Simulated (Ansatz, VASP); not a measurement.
## C in VASP and in Ansatz

```xyz
3
Lattice="1.1788 -3.7247 0.0000 1.1788 3.7247 0.0000 0.0000 0.0000 3.4124" Properties=species:S:1:pos:R:3 pbc="T T T"
C     1.1788    0.0000    2.7148
C     1.1788    0.0000    0.6976
C     0.0000    0.0000    1.7062
```

Alike in both runs: functional PBE; k mesh 8 × 8 × 4; occupations gaussian, width 0.1 eV; no spin polarisation.

Ansatz relaxed the structure, and its values are those at the end. VASP's run is a single point on that final structure, the one shown.

```csv
,VASP,Ansatz
version,VASP 6.6.1,Ansatz 0.2.0
potentials or method,"VASP PAW PBE potentials, release 64 (C)","scalar-relativistic, plane waves, PAW"
plane-wave cutoff (eV),520,420
valence electrons in the cell,12,12
```

|  | VASP | Ansatz | Ansatz less VASP |
| --- | --- | --- | --- |
| gap on the k mesh at the Fermi level (eV) | none | none | - |
| pressure (GPa) | 0.3 | 0.1 | -0.23 |
| rms of the force components (eV/Å) | 0.004 | 0.004 | +0.0007 |

A gap of «none» marks a metal or a gap that the smearing closes.

Caveats: the k mesh is coarse (spacing up to 0.46 Å⁻¹), so the values aren't converged.
